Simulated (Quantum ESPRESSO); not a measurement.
# Ge under changes of volume

One of the cells (18.253 Å³/atom); the others are scaled copies at fixed shape and fractional positions:

```
Ge
1.0
     1.48805   -2.59469    0.00000
     1.48805    2.59469    0.00000
     0.00000    0.00000    4.72760
Ge
2
Direct
  0.33345 0.66655 0.25000
  0.66655 0.33345 0.75000
```

This isn't the form of Ge at room conditions, which is diamond.

- Program: Quantum ESPRESSO 7.5
- Functional: LDA
- Potentials or basis: GBRV 1.5 LDA
- Cutoff: 612 eV
- Density cutoff: 4898 eV
- k mesh: 10 × 10 × 6
- Occupations: fermi-dirac, width 0.05 eV
- Spin: no spin polarisation

```tsv
volume (Å³/atom)	energy over the lowest point (meV/atom)	pressure (GPa)
17.158	9.91	3.9
17.523	2.82	1.9
17.888	0.00	0.1
18.253	0.98	-1.4
18.618	5.43	-2.9
18.984	?	?
19.349	23.30	-5.3
```

Problem. What does the run at 18.984 Å³/atom give?

Solution. Energy over the lowest point 12.99 meV/atom; pressure -4.1 GPa.

Worked out: A Birch-Murnaghan fit of order 3 (a polynomial in V^(-2/3)) to the other rows has its minimum at 17.97 Å³/atom with B0 = V·E''(V) = 81 GPa and B' = 4.2 at fixed shape and positions, which overstates the stiffness. It gives 12.98 meV/atom at 18.984 Å³/atom, against the run's 12.99, and -dE/dV = -3.9 GPa, against -4.1.

Energies are extrapolated to zero smearing.
